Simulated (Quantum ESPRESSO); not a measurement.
**Pt: relaxation of cell and atoms with PBEsol+D4**

Pt:

```xyz
1
Lattice="-1.5842 1.5842 1.5842 1.5842 -1.5842 1.5842 1.5842 1.5842 -1.5842" Properties=species:S:1:pos:R:3 pbc="T T T"
Pt    0.0000    0.0000    0.0000
```

This isn't the form of Pt at room conditions, which is fcc.

| Quantity | Value |
| --- | --- |
| Program | Quantum ESPRESSO 7.5 |
| Task | relaxation of cell and atoms |
| Functional | PBEsol |
| Dispersion | D4 |
| Potentials or basis | GBRV 1.5 PBEsol |
| Cutoff | 612 eV |
| Density cutoff | 4898 eV |
| k mesh | 12 × 12 × 12 |
| Occupations | fermi-dirac, width 0.05 eV |
| Spin | no spin polarisation |
| ASE optimiser | LBFGS |
| Dispersion computed by | dftd4 4.3.1 through ASE |
| Mixing beta | 0.5 |
| Most SCF iterations | 120 |
| SCF threshold | 2e-10 Ry |

- Relaxed volume: 14.91 Å³/atom
- Relaxed cell: a = 2.686 Å, b = 2.686 Å, c = 2.686 Å, α = 109.47°, β = 109.47°, γ = 109.47°
- Space group after relaxing (to 0.05 Å): Im-3m (No. 229)
- Energy gained by relaxing: 50.4 meV/atom
- Ionic steps: 3
- Pressure after relaxing: -0.1 GPa
- Band gap on the k mesh: none (metal or under the smearing width)
- Dispersion energy per atom: -0.456 eV

Step by step:
```tsv
step	energy change (eV)	largest force (eV/Å)	pressure (GPa)	volume (Å³)
1	0.0000	0.0000	-16.20	15.90
2	-0.0499	0.0000	1.23	14.84
3	-0.0504	0.0000	-0.13	14.91
```

Final structure:
```xyz
1
Lattice="2.6857 0.0000 0.0000 -0.8952 2.5321 0.0000 -0.8952 -1.2661 2.1929" Properties=species:S:1:pos:R:3 pbc="T T T"
Pt    0.0000    0.0000    0.0000
```

Levels at points of the mesh, in eV from the Fermi level:
| k point | band 6 | band 7 | band 8 | band 9 | band 10 | band 11 |
| --- | --- | --- | --- | --- | --- | --- |
| (0.00, 0.00, 0.00) | -3.73 | -3.73 | -1.00 | -1.00 | 17.09 | 17.09 |
| (0.00, 0.00, -0.50) | -1.19 | -0.62 | 0.10 | 1.27 | 6.86 | 13.30 |
| (0.00, -0.50, 0.00) | -1.19 | -0.62 | 0.10 | 1.27 | 6.86 | 13.30 |
| (-0.50, 0.00, 0.00) | -1.19 | -0.62 | 0.10 | 1.27 | 6.86 | 13.30 |
| (-0.50, -0.50, 0.00) | -1.19 | -0.62 | 0.10 | 1.27 | 6.86 | 13.30 |
| (-0.50, -0.50, -0.50) | 0.69 | 0.69 | 0.69 | 7.83 | 7.83 | 7.83 |

Wall time 61 s on 2 MPI ranks on Arm Neoverse V2, on a shared host, peak memory 0.18 GiB a rank.

Caveat: pairwise dispersion overbinds metals, which lowers pressure and volume. The run has no spin-orbit coupling, so splittings on Pt are missing.
